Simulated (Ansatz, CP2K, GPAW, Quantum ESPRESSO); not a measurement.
**Equation of state of NiAl under PBEsol**

```cif
data_structure
_symmetry_space_group_name_H-M 'P 1'
_symmetry_Int_Tables_number 1
_cell_length_a 2.8810
_cell_length_b 2.8810
_cell_length_c 2.8810
_cell_angle_alpha 90.000
_cell_angle_beta 90.000
_cell_angle_gamma 90.000
_cell_volume 23.91
loop_
_atom_site_label
_atom_site_type_symbol
_atom_site_fract_x
_atom_site_fract_y
_atom_site_fract_z
_atom_site_occupancy
Ni1 Ni 0.50000 0.50000 0.50000 1
Al1 Al 0.00000 0.00000 0.00000 1
```

The cell was scaled at fixed shape and fractions and run with CP2K, GTH_POTENTIALS Ni GTH-PBE-q18; POTENTIAL_UZH Al GTH-PBE-q3; TZVP-MOLOPT-SR-GTH, TZVP-MOLOPT-PBE-GTH basis; PBEsol, k mesh 9 × 9 × 9 on the cell of 2 atoms, fermi-dirac occupations of 0.05 eV, collinear spin, ferromagnetic start, no spin-orbit coupling. The potentials were made for PBE. Energies are those that the program minimises, any entropy of the smearing included. For a metal such a mesh isn't converged to the digits shown. The magnetic state is the one that the start led to, which needn't be the lowest.

```tsv
V (Å³/atom)	energy over the lowest row (meV/atom)
11.2390	16.20
11.4781	5.10
11.7173	0.00
11.9564	0.29
12.1955	5.43
12.4346	?
12.6738	28.33
```

Task: Fit the third-order Birch-Murnaghan form, give V0, B0 and B′, and predict the energy left open.

Result: With y = (V0/V)^(2/3), E = E0 + (9 V0 B0/16) [(y - 1)³ B′ + (y - 1)² (6 - 4y)]. Least squares through the rows shown give V0 = 11.8221 Å³/atom, E0 = -0.50 meV, B0 = 170.2 GPa (1 eV/Å³ = 160.218 GPa) and B′ = 4.29, with a largest miss of 0.00 meV. At V = 12.4346 the form with these constants gives 14.92 meV; the run gave 14.93 meV an atom. Other set-ups at this level, from all their volumes (Å³/atom, GPa): GPAW, PAW data sets generated for this functional: V0 11.801, B0 175.2; Ansatz, all-electron LAPW, scalar-relativistic: V0 11.714, B0 173.2; Quantum ESPRESSO, PseudoDojo 0.4.1 SR PBEsol standard: V0 11.723, B0 173.3; Quantum ESPRESSO, GBRV 1.5 PBEsol: V0 11.727, B0 173.2.
